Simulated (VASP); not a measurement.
Write the native input for VASP 6.6.1 that does the following.

* Task: relaxation of cell and atoms
* Functional: PBE
* Potentials or basis: VASP PAW PBE potentials, release 64 (Zr_sv, S)
* Cutoff: 600 eV
* k mesh: 8 × 8 × 4
* Occupations: gaussian, width 0.02 eV
* Spin: no spin polarisation
* Further INCAR settings: ALGO = Normal; EDIFF = 1e-07; IBRION = 2; EDIFFG = -0.01; NSW = 40; ISIF = 3

The structure of ZrS2 lies in POSCAR:

```
ZrS2
1.0
    3.6711300500      0.0000000000      0.0000000000
   -1.8355650200      3.1792918800      0.0000000000
    0.0000000000      0.0000000000      6.1079144200
Zr S
1 2
Direct
    0.0000000000      0.0000000000      0.0000000000
    0.6666666700      0.3333333300      0.7639520500
    0.3333333300      0.6666666700      0.2360479500
```

The cell is a database's computed one.

The input as run:

INCAR

```
ALGO = Normal
EDIFF = 1E-7
EDIFFG = -0.01
ENCUT = 600
GGA = PE
IBRION = 2
ISIF = 3
ISMEAR = 0
LASPH = True
LCHARG = False
LREAL = False
LWAVE = False
NELM = 100
NSW = 40
PREC = Accurate
SIGMA = 0.02
```

KPOINTS

```
k-points
0
Gamma
  8 8 4
```

Potentials or basis: VASP PAW PBE potentials, release 64 (Zr_sv, S).

Launch:

```bash
$ cat potpaw_PBE.64/Zr_sv/POTCAR potpaw_PBE.64/S/POTCAR > POTCAR
$ mpirun -np 1 vasp_std > vasp.out
```

Results of the run:

| Property | Result |
| --- | --- |
| Relaxed volume | 25.76 Å³/atom |
| Relaxed cell | a = 3.686 Å, b = 3.686 Å, c = 6.568 Å, α = 90.00°, β = 90.00°, γ = 120.00° |
| Space group after relaxing (to 0.05 Å) | P-3m1 (No. 164) |
| Energy gained by relaxing | 4.4 meV/atom |
| Ionic steps | 23 |
| Pressure after relaxing | 0.0 GPa |
| Largest force after relaxing | 0.006 eV/Å |
| Band gap on the k mesh | 1.12 eV, indirect (least direct gap 1.69 eV) |

Caveat: this functional lacks dispersion, which binds the layers, so the pressure and a relaxed spacing across them are unreliable.

Wall time 5.6 min on 1 thread of Intel(R) Xeon(R) 6975P-C (Granite Rapids) (shared host), peak memory 0.23 GiB.
